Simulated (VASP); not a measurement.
# Sn2Ge (I4_1/amd) in VASP: relaxation of cell and atoms with PBE

Aim: the relaxation of cell and atoms of Sn2Ge with PBE.

Everything below comes from runs of VASP 6.6.1. Logs are shortened: lines on timing, memory, paths and dates and some standing lists are left out, and cuts for length are marked.

## Step 1: Starting point

It takes space group I4_1/amd (No. 141, tetragonal). Conventional cell: a = 5.664 Å, b = 5.664 Å, c = 9.438 Å, α = 90.00°, β = 90.00°, γ = 90.00°. Sn (site symmetry 2mm) has 3 Ge at 2.89 to 2.95 Å and 2 Sn at 3.06 Å as nearest neighbours. Around Ge (site symmetry -4m2) lie 6 Sn at 2.89 to 2.95 Å.

The cell was built by a generator and needn't be a form met in nature.

## Step 2: Relaxation of cell and atoms, PBE

INCAR reads:

```
SYSTEM = Sn2Ge
PREC = Accurate
ENCUT = 520
EDIFF = 1E-6
ISMEAR = 0
SIGMA = 0.1
LREAL = .FALSE.
LASPH = .TRUE.
NELM = 120
ALGO = Normal
ISIF = 3
LWAVE = .FALSE.
LCHARG = .FALSE.
GGA = PE
IBRION = 2
NSW = 90
EDIFFG = -0.01
KPAR = 4
```

KPOINTS reads:

```
regular mesh
0
G
  8 8 8
  0 0 0
```

POSCAR reads:

```
Sn2Ge
1.0
   -2.8320000000      2.8320000000      4.7190000000
    2.8320000000     -2.8320000000      4.7190000000
    2.8320000000      2.8320000000     -4.7190000000
Sn Ge
4 2
Direct
    0.4370364500      0.9370364500      0.5000000000
    0.0629635500      0.5629635500      0.5000000000
    0.6870364500      0.6870364500      0.0000000000
    0.3129635500      0.3129635500      0.0000000000
    0.0000000000      0.0000000000      0.0000000000
    0.7500000000      0.2500000000      0.5000000000
```

Potentials or basis: VASP PAW PBE potentials, release 64 (Sn_d, Ge_d).

Launch:

```
> cat potpaw_PBE.64/Sn_d/POTCAR potpaw_PBE.64/Ge_d/POTCAR > POTCAR
> mpirun -np 4 vasp_std > vasp.out
```

OUTCAR:

```text
SYSTEM = Sn2Ge
   PREC = Accurate
   ENCUT = 520
   EDIFF = 1E-6
   ISMEAR = 0
   LREAL = .FALSE.
   LASPH = .TRUE.
   NELM = 120
   ISIF = 3
   GGA = PE
   IBRION = 2
   NSW = 90
   EDIFFG = -0.01

 ion  position               nearest neighbor table
   1  0.437  0.937  0.500-   5 2.89   5 2.89   6 2.95   4 3.06   4 3.06   2 3.53   3 3.69   3 3.69
                             3 3.69   3 3.69
   2  0.063  0.563  0.500-   5 2.89   5 2.89   6 2.95   3 3.06   3 3.06   1 3.53   4 3.69   4 3.69
                             4 3.69   4 3.69
   3  0.687  0.687  0.000-   6 2.89   6 2.89   5 2.95   2 3.06   2 3.06   4 3.53   1 3.69   1 3.69
                             1 3.69   1 3.69
   4  0.313  0.313  0.000-   6 2.89   6 2.89   5 2.95   1 3.06   1 3.06   3 3.53   2 3.69   2 3.69
                             2 3.69   2 3.69
   5  0.000  0.000  0.000-   2 2.89   1 2.89   2 2.89   1 2.89   3 2.95   4 2.95
   6  0.750  0.250  0.500-   4 2.89   3 2.89   4 2.89   3 2.89   2 2.95   1 2.95

  LATTYP: Found a body centered tetragonal cell.
 ALAT       =     5.6640000000
 C/A-ratio  =     1.6663135593

  Lattice vectors:

 A1 = (  -2.8320000000,   2.8320000000,   4.7190000000)
 A2 = (   2.8320000000,  -2.8320000000,   4.7190000000)
 A3 = (   2.8320000000,   2.8320000000,  -4.7190000000)

Analysis of symmetry for initial positions (statically):
=====================================================================
 Subroutine PRICEL returns:
 Original cell was already a primitive cell.

 Routine SETGRP: Setting up the symmetry group for a
 body centered tetragonal supercell.

 Subroutine GETGRP returns: Found 16 space group operations
 (whereof  8 operations were pure point group operations)
 out of a pool of 16 trial point group operations.

The static configuration has the point symmetry D_2d.
 The point group associated with its full space group is D_4h.

Analysis of symmetry for dynamics (positions and initial velocities):
=====================================================================
 Subroutine PRICEL returns:
 Original cell was already a primitive cell.

 Routine SETGRP: Setting up the symmetry group for a
 body centered tetragonal supercell.

 Subroutine GETGRP returns: Found 16 space group operations
 (whereof  8 operations were pure point group operations)
 out of a pool of 16 trial point group operations.

The dynamic configuration has the point symmetry D_2d.
 The point group associated with its full space group is D_4h.

 Subroutine INISYM returns: Found 16 space group operations
 (whereof  8 operations are pure point group operations),
 and found     1 'primitive' translations

----------------------------------------------------------------------------------------

                                     Primitive cell

  volume of cell :     151.3897

  direct lattice vectors                    reciprocal lattice vectors
    -2.832000000  2.832000000  4.719000000     0.000000000  0.176553672  0.105954651
     2.832000000 -2.832000000  4.719000000     0.176553672  0.000000000  0.105954651
     2.832000000  2.832000000 -4.719000000     0.176553672  0.176553672  0.000000000

  length of vectors
     6.189459508  6.189459508  6.189459508     0.205906744  0.205906744  0.249684598

  position of ions in fractional coordinates (direct lattice)
     0.437036450  0.937036450  0.500000000
     0.062963550  0.562963550  0.500000000
     0.687036450  0.687036450  0.000000000
     0.312963550  0.312963550  0.000000000
     0.000000000  0.000000000  0.000000000
     0.750000000  0.250000000  0.500000000

  ion indices of the primitive-cell ions
   primitive index   ion index
                 1           1
                 2           2
                 3           3
                 4           4
                 5           5
                 6           6

----------------------------------------------------------------------------------------

 KPOINTS: regular mesh

Automatic generation of k-mesh.
 Grid dimensions read from file:
 generate k-points for:    8    8    8

 Generating k-lattice:

  Cartesian coordinates                     Fractional coordinates (reciprocal lattice)
     0.000000000  0.022069209  0.013244331     0.125000000  0.000000000  0.000000000
     0.022069209  0.000000000  0.013244331     0.000000000  0.125000000  0.000000000
     0.022069209  0.022069209  0.000000000     0.000000000  0.000000000  0.125000000

  Length of vectors
     0.025738343  0.025738343  0.031210575

  Shift w.r.t. Gamma in fractional coordinates (k-lattice)
     0.000000000  0.000000000  0.000000000

 Subroutine IBZKPT returns following result:
 ===========================================

 Found     59 irreducible k-points:

 Following reciprocal coordinates:
            Coordinates               Weight
  0.000000  0.000000  0.000000      1.000000
  0.125000  0.000000  0.000000      8.000000
  0.250000  0.000000  0.000000      8.000000
  0.375000  0.000000 -0.000000      8.000000
  0.500000  0.000000  0.000000      4.000000
  0.125000  0.125000  0.000000      8.000000
[... 16 lines left out ...]
  0.250000  0.125000  0.125000     16.000000
  0.375000  0.125000  0.125000      8.000000
 [... further k-points ...]
   k-points           NKPTS =     59   k-points in BZ     NKDIM =     59   number of bands    NBANDS=     50
   number of dos      NEDOS =    301   number of ions     NIONS =      6
   total plane-waves  NPLWV = 110592
   dimension x,y,z NGX =    48 NGY =   48 NGZ =   48
   dimension x,y,z NGXF=    96 NGYF=   96 NGZF=   96
   ions per type =               4   2
   NGX,Y,Z   is equivalent  to a cutoff of  12.89, 12.89, 12.89 a.u.
   NGXF,Y,Z  is equivalent  to a cutoff of  25.79, 25.79, 25.79 a.u.
 SYSTEM =  Sn2Ge
   PREC   = accura    normal or accurate (medium, high low for compatibility)
   ISTART =      0    job   : 0-new  1-cont  2-samecut
   ICHARG =      2    charge: 1-file 2-atom 10-const
   ISPIN  =      1    spin polarized calculation?
   LNONCOLLINEAR =      F non collinear calculations
   LSORBIT =      F    spin-orbit coupling
   LASPH  =      T    aspherical Exc in radial PAW
   ENCUT  =  520.0 eV  38.22 Ry    6.18 a.u.  11.51 11.51 11.51*2*pi/ulx,y,z
   NELM   =    120;   NELMIN=  2; NELMDL= -5     # of ELM steps
   EDIFF  = 0.1E-05   stopping-criterion for ELM
   LREAL  =      F    real-space projection
   EDIFFG = -.1E-01   stopping-criterion for IOM
   NSW    =     90    number of steps for IOM
   IBRION =      2    ionic relax: 0-MD 1-quasi-New 2-CG
   NFREE  =      1    steps in history (QN), initial steepest desc. (CG)
   ISIF   =      3    stress and relaxation
   ISYM   =      2    0-nonsym 1-usesym 2-fastsym
   POTIM  = 0.5000    time-step for ionic-motion
   TEBEG  =    0.0;   TEEND  =   0.0 temperature during run
   PSTRESS=    0.0 pullay stress
   NELECT =      84.0000    total number of electrons
   NUPDOWN=      -1.0000    fix difference up-down
   EMIN   =  10.00;   EMAX   =-10.00  energy-range for DOS
   EFERMI =   0.00;   METHOD = LEGACY
   ISMEAR =     0;   SIGMA  =   0.10  broadening in eV -4-tet -1-fermi 0-gaus
   EFERMI_NEDOS =   21; number of points for ismear=-14 and -15
   IALGO  =     38    algorithm
   IMIX   =      4    mixing-type and parameters
     AMIX     =   0.40;   BMIX     =  1.00
     AMIX_MAG =   1.60;   BMIX_MAG =  1.00
  volume/ion in A,a.u.               =      25.23       170.27
  Fermi-wavevector in a.u.,A,eV,Ry     =   1.345248  2.542151 24.622366  1.809693
  Thomas-Fermi vector in A             =   2.473177
   LORBIT       =      0    0 simple, 1 ext, 2 COOP (PROOUT), +10 PAW based schemes
   GGA     = PE    functional components
   LHFCALC =     F    Hartree Fock is set to
   AEXX    =    0.0000 exact exchange contribution
   IVDW    =     0    specifies the selected vdW correction
   LEPSILON=     F    determine dielectric tensor
   LRPA    =     F    only Hartree local field effects (RPA)
 conjugate gradient relaxation of ions
 non-spin polarized calculation
 Gauss-broadening in eV      SIGMA  =   0.10
  energy-cutoff  :      520.00
  volume of cell :      151.39
 maximum number of plane-waves:      4121
 NGX is ok and might be reduce to    48
   NGX = 23   NGY = 23   NGZ = 23

--------------------------------------- Ionic step        1  -------------------------------------------

 number of electron      83.9999995 magnetization

 Free energy of the ion-electron system (eV)
  ---------------------------------------------------
  ext. energy  EPLUGINS =         0.00000000
  ---------------------------------------------------
  free energy    TOTEN  =       -23.75189650 eV

  energy without entropy =      -23.73793062  energy(sigma->0) =      -23.74491356

------------------------ aborting loop because EDIFF is reached ----------------------------------------

  FORCE on cell =-STRESS in cart. coord.  units (eV):
  Direction    XX          YY          ZZ          XY          YZ          ZX
  --------------------------------------------------------------------------------------
  -------------------------------------------------------------------------------------
  Total       -0.2033455     -0.2033455      0.5792050      0.0000000      0.0000000      0.0000000
  in kB       -2.1520314     -2.1520314      6.1298020      0.0000000      0.0000000      0.0000000
  external PRESSURE =       0.6085797 kB  Pullay stress =       0.0000000 kB
[... 101 lines left out ...]
  FREE ENERGIE OF THE ION-ELECTRON SYSTEM (eV)
  ---------------------------------------------------
  free  energy   TOTEN  =       -23.7554326545 eV

  energy  without entropy=      -23.7418348053  energy(sigma->0) =      -23.74863373

[... ionic steps 4 to 7 ...]

--------------------------------------- Ionic step        8  -------------------------------------------

 number of electron      83.9999989 magnetization

------------------------ aborting loop because EDIFF is reached ----------------------------------------
[... 75 lines left out ...]
--------------------------------------- Ionic step       10  -------------------------------------------

 number of electron      83.9999989 magnetization

 Free energy of the ion-electron system (eV)
  ---------------------------------------------------
  ext. energy  EPLUGINS =         0.00000000
  ---------------------------------------------------
  free energy    TOTEN  =       -23.75550431 eV

  energy without entropy =      -23.74197107  energy(sigma->0) =      -23.74873769

 E-fermi :   7.2245     XC(G=0): -10.3803

 val. band max:        7.2220756429   @ k =  -0.3750   0.2500   0.0000
 cond. band min:       7.2721700047   @ k =   0.5000   0.0000   0.0000
 fundamental gap:      0.0500943618
 Fermi energy:         7.2245445681

 k-point     1 :       0.0000    0.0000    0.0000
  band No.  band energies     occupation
      1     -17.3261      2.00000
      2     -17.3231      2.00000
      3     -17.3215      2.00000
      4     -17.3180      2.00000
      5     -17.3124      2.00000
      6     -17.3124      2.00000
[... 1261 lines left out ...]
     49      10.5559      0.00000
     50      11.1645      0.00000

 [... further k-points ...]

------------------------ aborting loop because EDIFF is reached ----------------------------------------

  FORCE on cell =-STRESS in cart. coord.  units (eV):
  Direction    XX          YY          ZZ          XY          YZ          ZX
  --------------------------------------------------------------------------------------
  -------------------------------------------------------------------------------------
  Total        0.0234161      0.0234161      0.0223636      0.0000000     -0.0000000      0.0000000
  in kB        0.2475462      0.2475462      0.2364194      0.0000000     -0.0000000      0.0000000
  external PRESSURE =       0.2438373 kB  Pullay stress =       0.0000000 kB
[... 21 lines left out ...]
  FREE ENERGIE OF THE ION-ELECTRON SYSTEM (eV)
  ---------------------------------------------------
  free  energy   TOTEN  =       -23.7555043059 eV

  energy  without entropy=      -23.7419710667  energy(sigma->0) =      -23.74873769

 reached required accuracy - stopping structural energy minimisation
```

Run time: 10 min. Hardware: 4 MPI ranks of Intel Xeon Platinum 8259CL at 2.50GHz (Skylake/Cascade Lake), shared host; peak memory 0.59 GiB.

What came out:

```
Free energy                            : -23.7555 eV
Relaxed volume                         : 25.26 Å³/atom
Relaxed cell                           : a = 6.211 Å, b = 6.211 Å, c = 6.211 Å, α = 125.96°, β = 125.96°, γ = 79.95°
Space group after relaxing (to 0.05 Å) : I4_1/amd (No. 141)
Energy gained by relaxing              : 0.6 meV/atom
Ionic steps                            : 10
Pressure after relaxing                : 0.0 GPa
Largest force after relaxing           : 0.008 eV/Å
Band gap on the k mesh                 : none (metal or under the smearing width)
```

Forces in eV/Å, atoms in the order of the input:
```
Sn   0.000  0.000 -0.008
Sn   0.000  0.000  0.008
Sn   0.000  0.000 -0.008
Sn   0.000  0.000  0.008
Ge   0.000  0.000  0.000
Ge   0.000  0.000  0.000
```

The path:
| step | energy change (eV) | largest force (eV/Å) | pressure (GPa) | volume (Å³) |
| --- | --- | --- | --- | --- |
| 1 | 0.0000 | 0.0391 | 0.06 | 151.39 |
| 2 | -0.0027 | 0.0236 | 0.00 | 151.60 |
| 3 | -0.0035 | 0.0087 | -0.05 | 151.82 |
| 4 | -0.0035 | 0.0124 | -0.07 | 151.80 |
| 5 | -0.0035 | 0.0119 | -0.06 | 151.79 |
| 6 | -0.0036 | 0.0086 | 0.06 | 151.54 |
| 7 | -0.0036 | 0.0104 | 0.01 | 151.60 |
| 8 | -0.0036 | 0.0091 | 0.06 | 151.59 |
| 9 | -0.0036 | 0.0111 | -0.02 | 151.60 |
| 10 | -0.0036 | 0.0079 | 0.02 | 151.55 |

Final structure:
```cif
data_structure
_symmetry_space_group_name_H-M 'P 1'
_symmetry_Int_Tables_number 1
_cell_length_a 6.2109
_cell_length_b 6.2109
_cell_length_c 6.2109
_cell_angle_alpha 125.964
_cell_angle_beta 125.964
_cell_angle_gamma 79.947
_cell_volume 151.55
loop_
_atom_site_label
_atom_site_type_symbol
_atom_site_fract_x
_atom_site_fract_y
_atom_site_fract_z
_atom_site_occupancy
Sn1 Sn 0.43654 0.93654 0.50000 1
Sn2 Sn 0.06346 0.56346 0.50000 1
Sn3 Sn 0.68654 0.68654 0.00000 1
Sn4 Sn 0.31346 0.31346 0.00000 1
Ge1 Ge 0.00000 0.00000 0.00000 1
Ge2 Ge 0.75000 0.25000 0.50000 1
```
